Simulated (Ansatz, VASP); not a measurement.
**RbBr: VASP beside Ansatz**

```
Rb Br
1.0
     4.07017    0.00000    0.00000
     0.00000    4.07017    0.00000
     0.00000    0.00000    4.07017
Rb Br
1 1
Cartesian
  -0.3231 0.0000 0.0000
  2.3807 2.0351 2.0351
```

Change from the starting cell: mode 4 frozen in at -0.346 Å, equal normal strain along x and y +0.0000.

Alike in both runs: task single point; functional PBEsol; k mesh 6 × 6 × 6; occupations gaussian, width 0.05 eV; no spin polarisation.

|  | VASP | Ansatz |
| --- | --- | --- |
| version | VASP 6.6.1 | Ansatz 0.2.0 |
| potentials or method | VASP PAW PBE potentials, release 64 (Rb_sv, Br) | scalar-relativistic, plane waves, PAW |
| plane-wave cutoff (eV) | 520 | 420 |
| valence electrons in the cell | 16 | 16 |

Ansatz gave:

- gap on the k mesh at the Fermi level (eV): 4.10
- least direct gap on the mesh (eV): 4.25
- pressure (GPa): 2.5
- largest component of the traceless stress (GPa): 1.07
- rms of the force components (eV/Å): 0.357

Task: Which values does VASP return?

Result: gap on the k mesh at the Fermi level (eV): 4.10; least direct gap on the mesh (eV): 4.25; pressure (GPa): 2.6; largest component of the traceless stress (GPa): 1.10; rms of the force components (eV/Å): 0.363.

Atom by atom the forces differ by 0.006 eV/Å (rms over components). With one functional, cell and mesh, what is left measures potentials, basis and numerics.

Caveats: the PAW data sets were made with another functional, which shifts forces and pressure a little (VASP). A k mesh can miss the band edges.
